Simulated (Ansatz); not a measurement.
Equation of state of GaAs

```cif
data_structure
_symmetry_space_group_name_H-M 'P 1'
_symmetry_Int_Tables_number 1
_cell_length_a 3.9978
_cell_length_b 3.9978
_cell_length_c 3.9978
_cell_angle_alpha 60.000
_cell_angle_beta 60.000
_cell_angle_gamma 60.000
_cell_volume 45.18
loop_
_atom_site_label
_atom_site_type_symbol
_atom_site_fract_x
_atom_site_fract_y
_atom_site_fract_z
_atom_site_occupancy
Ga1 Ga 0.00000 0.00000 0.00000 1
As1 As 0.75000 0.75000 0.75000 1
```

The runs use the primitive cell with vectors (0.000, 2.827, 2.827), (2.827, 0.000, 2.827), (2.827, 2.827, 0.000) Å, to which the k mesh refers.

The cell is COD entry 9008845, as deposited and not checked against the literature; nothing was relaxed.

Levels of theory: DFT, PBE, all-electron LAPW, scalar-relativistic (Ansatz 0.2.0); DFT, PBE, PAW with Ansatz's default frozen-core files, scalar-relativistic (Ansatz 0.2.0).

For LAPW: a Γ-centred 11×11×11 k mesh, Fermi–Dirac smearing of 0.05 eV, basis error target 0.5 meV/atom, no spin polarisation. PAW takes a cutoff of 420 eV at this cell. The Ansatz runs share mesh, smearing and spin set-up. Plane-wave (PAW) pressures include the program's estimate of the Pulay term.

The cell above is scaled evenly, with fractional coordinates and shape held.

Question: Estimate the equilibrium volume and bulk modulus that full-potential LAPW gives for this fixed shape.

Answer: V0 = 23.71 Å³/atom, B0 = 61 GPa, B0′ = 4.7, from a third-order Birch–Murnaghan fit to these pressures:
| V/V(cell) | V (Å³/atom) | P, LAPW (GPa) | P, PAW (GPa) | free energy over the lowest listed, PAW (meV/atom) |
| --- | --- | --- | --- | --- |
| 0.9400 | 21.234 | 8.67 | 8.68 | 60.0 |
| 0.9405 | 21.246 | 8.62 | 8.62 | 59.4 |
| 0.9600 | 21.686 | 6.68 | 6.68 | 38.4 |
| 0.9700 | 21.912 | 5.76 | 5.76 | 29.6 |
| 0.9800 | 22.138 | 4.89 | 4.90 | 22.1 |
| 0.9900 | 22.364 | 4.07 | 4.07 | 15.8 |
| 1.0000 | 22.590 | 3.29 | 3.29 | 10.6 |
| 1.0100 | 22.815 | 2.55 | 2.55 | 6.5 |
| 1.0200 | 23.041 | 1.86 | 1.85 | 3.4 |
| 1.0300 | 23.267 | 1.20 | 1.19 | 1.2 |
| 1.0400 | 23.493 | 0.57 | 0.57 | 0.0 |
| 1.0600 | 23.945 | -0.57 | -0.58 | 0.0 |

PAW's V0 lies -0.01 % from the all-electron value and its B0 0.1 %. Symmetry fixes shape and coordinates here, so this is the relaxed modulus.
